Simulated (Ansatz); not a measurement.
BN built on the NiAs prototype at its r2SCAN geometry, run in Ansatz at 4 levels of theory. Values at 0 K without nuclear motion; spin polarisation is off, and the phase may be a hypothetical one.

The LDA input:
```yaml
crystal:
  lattice:
    - [2.4913353474, 0.0, 0.0]
    - [-1.2456676737, 2.1575597002, 0.0]
    - [0.0, 0.0, 4.0010591824]
  atoms:
    - { symbol: B, position: [0.0, 0.0, 0.0] }
    - { symbol: B, position: [0.0, 0.0, 0.5] }
    - { symbol: "N", position: [0.3333333333, 0.6666666667, 0.25] }
    - { symbol: "N", position: [0.6666666667, 0.3333333333, 0.75] }
kpoints:
  mp_grid: { grid: [12, 12, 6] }
  band_path:
    path:
      - [0.0, 0.0, 0.0]
      - [0.5, 0.0, 0.0]
      - [0.3333333333, 0.3333333333, 0.0]
      - [0.0, 0.0, 0.5]
      - [0.5, 0.0, 0.5]
      - [0.3333333333, 0.3333333333, 0.5]
      - [0.0, 0.179688, 0.0]
      - [0.25, 0.25, 0.1666666667]
    npoints: 1
hamiltonian:
  xc: lda
scf:
  occupations: { method: fixed }
  n_extra_bands: 5
output:
  forces: true
  stress: true
  eigenvalues: true
```

Main results, then, where recorded, the levels near the gap in eV from the Fermi energy (columns number the bands from 0), one row a point of the path (Γ, M, K, A, L, H, Γ–M (0.36), (1/4, 1/4, 1/6)):
```
Crystal: 4 atoms, lattice volume = 21.507 Å³
Symmetry: 24 space group operations
Space group: P63/mmc (ITA 194)
```
```
Basis set: ecut = 420 eV, 391 PW (Γ)
Bands: 13, of which v1, the nominal top of the filled ones, is band 8 counted from 1 (7 counted from 0)
k-points: 76 of 864
Free energy (F): -1045.946615 eV
Fermi energy:    14.041031 eV
--- Stress (GPa, compression-positive) ---
      -11.390593       0.000000       0.000000
        0.000000     -11.390593       0.000000
        0.000000       0.000000      -7.312587
  P = ⅓ Tr σ = -10.0313 GPa (-100.313 kbar)
```
```tsv
band_5	band_6	band_7	band_8	band_9	band_10
-0.673	-0.673	-0.202	5.858	8.160	8.160
-5.726	-4.296	-0.580	5.266	5.618	6.002
-6.249	-6.183	-6.183	1.687	10.619	10.619
-0.966	-0.966	-0.966	7.156	7.156	7.657
-3.917	-3.235	-3.235	4.821	4.821	7.506
-10.048	-0.808	-0.808	6.186	6.186	6.221
-2.542	-0.418	0.004	6.299	6.887	7.128
-6.028	-4.861	-2.131	3.148	7.126	9.826
```

With LDA the valence top lies at Γ–M (0.36 of the way from Γ) and the conduction bottom at K, 1.68 eV higher; the smallest vertical gap, at k = (1/4, 1/4, 1/6), is 5.28 eV.

Question: In the first input these blocks are replaced (the band path and keys that only write files left aside):
```yaml
hamiltonian:
  xc: r2scan
```
What comes out?

Answer:
```
Basis set: ecut = 500 eV, 549 PW (Γ)
Bands: 13, of which v1, the nominal top of the filled ones, is band 8 counted from 1 (7 counted from 0)
k-points: 76 of 864
Free energy (F): -1080.480728 eV
Fermi energy:    14.186484 eV
--- Stress (GPa, compression-positive) ---
        0.001966       0.000000       0.000000
        0.000000       0.001966       0.000000
        0.000000       0.000000       0.002912
  P = ⅓ Tr σ = 0.0023 GPa (0.023 kbar)
```
```tsv
band_5	band_6	band_7	band_8	band_9	band_10
-0.717	-0.717	-0.158	6.328	8.633	9.237
-5.908	-4.504	-0.619	5.992	6.049	6.576
-6.513	-6.349	-6.349	1.827	11.658	11.658
-0.969	-0.969	-0.969	7.626	7.626	8.555
-4.023	-3.433	-3.433	5.271	5.271	8.279
-10.305	-0.855	-0.855	6.824	6.824	6.900
-2.755	-0.406	0.003	7.077	7.535	8.082
-6.254	-5.072	-2.206	3.468	7.916	10.726
```
With r2SCAN the valence top lies at Γ–M (0.36 of the way from Γ) and the conduction bottom at K, 1.82 eV higher; the smallest vertical gap, at k = (1/4, 1/4, 1/6), is 5.67 eV. The mean stress is close to zero (0.00 GPa).

HSE06. Against the first input these blocks differ (the band path and keys that only write files left aside):
```yaml
kpoints:
  mp_grid: { grid: [9, 9, 4] }
hamiltonian:
  xc: hse06
```

```
Basis set: ecut = 420 eV, 391 PW (Γ)
Bands: 13, of which v1, the nominal top of the filled ones, is band 8 counted from 1 (7 counted from 0)
k-points: 36 of 324
Exchange kernel: α = 0.2500, screened, ω = 0.2079 Å⁻¹, Wigner–Seitz truncation, v(0) = 1042.4687 eV·Å³, q-mesh 9×9×4
hybrid outer 1: dexx = +7.084e-3 eV, tail = 1.70e-5 eV
hybrid outer 2: dexx = +3.684e-7 eV, tail = 3.32e-9 eV, Δε = 1.98e-3 eV
Free energy (F): -1077.382684 eV
Fermi energy:    13.616265 eV
--- Stress (GPa, compression-positive) ---
       -9.179539       0.000000       0.000000
        0.000000      -9.179539       0.000000
        0.000000       0.000000      -5.139186
  P = ⅓ Tr σ = -7.8328 GPa (-78.328 kbar)
```
```tsv
band_5	band_6	band_7	band_8	band_9	band_10
-0.693	-0.693	-0.240	7.241	9.777	10.081
-6.218	-4.632	-0.593	6.803	6.916	7.301
-6.842	-6.648	-6.648	2.635	12.612	12.612
-1.034	-1.034	-1.034	8.603	8.603	9.403
-4.213	-3.538	-3.538	6.099	6.099	9.054
-10.868	-0.847	-0.847	7.682	7.682	7.684
-2.818	-0.460	0.037	7.909	8.440	8.891
-6.556	-5.289	-2.266	4.291	8.717	11.768
```

The HSE06 gap is indirect, 2.60 eV (Γ–M (0.36 of the way from Γ) to K), below the direct gap of 6.56 eV at k = (1/4, 1/4, 1/6). The mean pressure at these positions is -7.8 GPa, compression counted positive. (The program warns that its thresholds are loose for a hybrid's stress.)

DDH-PBE0. Against the first input these blocks differ (the band path and keys that only write files left aside):
```yaml
crystal:
  host: atoms
kpoints:
  mp_grid: { grid: [9, 9, 4] }
hamiltonian:
  xc:
    exchange: pbe
    correlation: pbe
    exx: { coeff: inverse_dielectric }
```

```
ε∞ on k-mesh 6×6×4 of a primitive cell: xx 8.0932, yy 8.0932, zz 9.2206; 3/Tr ε∞, of that cell with its empty space = 0.11807719150733953
Basis set: ecut = 420 eV, 391 PW (Γ)
Bands: 13, of which v1, the nominal top of the filled ones, is band 8 counted from 1 (7 counted from 0)
k-points: 36 of 324
hybrid outer 1: dexx = +1.027e-3 eV, tail = 1.72e-6 eV
hybrid outer 2: dexx = +1.504e-8 eV, tail = 1.22e-8 eV, Δε = 4.63e-4 eV
Free energy (F): -1077.516525 eV
Fermi energy:    13.787898 eV
--- Stress (GPa, compression-positive) ---
       -2.387584       0.000000       0.000000
        0.000000      -2.387584       0.000000
        0.000000       0.000000       0.710335
  P = ⅓ Tr σ = -1.3549 GPa (-13.549 kbar)
```
```tsv
band_5	band_6	band_7	band_8	band_9	band_10
-0.669	-0.669	-0.212	6.828	9.270	9.525
-5.955	-4.485	-0.568	6.416	6.574	6.994
-6.554	-6.399	-6.399	2.426	12.006	12.006
-0.984	-0.984	-0.984	8.147	8.147	8.915
-4.050	-3.390	-3.390	5.757	5.757	8.653
-10.430	-0.807	-0.807	7.265	7.265	7.282
-2.706	-0.427	0.036	7.466	7.989	8.403
-6.291	-5.081	-2.188	4.012	8.287	11.157
```

DDH-PBE0 gives an indirect gap of 2.39 eV, from Γ–M (0.36 of the way from Γ) to K; the least direct gap is 6.20 eV at k = (1/4, 1/4, 1/6). With the atoms held, the mean pressure is -1.4 GPa (compression positive). (The program warns that its thresholds are loose for a hybrid's stress.)

The hybrids run on coarser meshes, which limits their stresses and small splittings of levels.

Totals of different functionals can't be compared.

The meshes of the hybrids are coarse, so their gaps aren't converged to the digits shown.
